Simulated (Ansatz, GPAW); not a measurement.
HfN: programs and potentials compared

```xyz
2
Lattice="0.0000 2.2560 2.2560 2.2560 0.0000 2.2560 2.2560 2.2560 0.0000" Properties=species:S:1:pos:R:3 pbc="T T T"
Hf    0.0000    0.0000    0.0000
N     2.2560    2.2560    2.2560
```

Alike in all runs: task single point; functional PBE; k mesh 10 × 10 × 10; occupations gaussian, width 0.03 eV; no spin polarisation; no spin-orbit coupling. Pressure is positive in compression and, in plane waves, holds the error of the finite cutoff, which Ansatz's Pulay term estimates and takes out.

| program and potentials | plane-wave cutoff (eV) | notes | band gap (eV) | pressure (GPa) |
| --- | --- | --- | --- | --- |
| Ansatz, Ansatz PAW | 420 | 15.5 valence electrons an atom on average; Pulay term of +0.50 GPa included | no gap | 6.59 |
| GPAW, GPAW PAW data sets (gpaw-data 1.2.1) | 800 | 8.5 valence electrons an atom on average | no gap | 6.71 |
| Ansatz, all-electron LAPW, scalar-relativistic | - | - | no gap | 6.66 |

None finds a gap. The pressure spans 6.59 (Ansatz, Ansatz PAW) to 6.71 GPa (GPAW, GPAW PAW data sets (gpaw-data 1.2.1)), with all-electron results at 6.66.

The functional is the same throughout but for its coding, so the spread measures potentials, basis and numerics; runs on potential files found faulty are left out.
